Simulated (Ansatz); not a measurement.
**Ni: single point with PBE**

Ni:

```
Ni
1.0
     0.00000    1.73757    1.73757
     1.73757    0.00000    1.73757
     1.73757    1.73757    0.00000
Ni
1
Direct
  0.00000 0.00000 0.00000
```

| Quantity | Value |
| --- | --- |
| Program | Ansatz 0.2.0 |
| Task | single point |
| Functional | PBE |
| Potentials or basis | all-electron LAPW, scalar-relativistic |
| Cutoff | 320 eV (chosen from the basis error) |
| Basis error allowed | 0.001 eV/atom |
| k mesh | 13 × 13 × 13 |
| Occupations | gaussian, width 0.012 eV |
| Spin | collinear spin, ferromagnetic start |
| Starting moments | [1.0] μB |

```json
{
 "Pressure": "8.0 GPa",
 "Band gap on the k mesh": "none (metal or under the smearing width)",
 "Net moment": "0.64 μB per cell",
 "Absolute moment": "0.72 μB per cell",
 "Site moments": "Ni +0.66 μB"
}
```

Levels at points of the mesh, in eV from the Fermi level:
Spin up:
```
           k point  band 7  band 8  band 9  band 10  band 11  band 12
(0.00, 0.00, 0.00)   -2.59   -2.59   -1.32    -1.32    23.74    27.95
```
Spin down:
| k point | band 5 | band 6 | band 7 | band 8 | band 9 | band 10 | band 11 | band 12 | band 13 | band 14 |
| --- | --- | --- | --- | --- | --- | --- | --- | --- | --- | --- |
| (0.00, 0.00, 0.00) | -9.44 | -1.81 | -1.81 | -1.81 | -0.74 | -0.74 | 23.58 | 27.94 | 27.94 | 27.94 |

Wall time 7.7 s on 2 threads of Arm Neoverse V1, with other jobs on the host, peak memory 0.35 GiB.
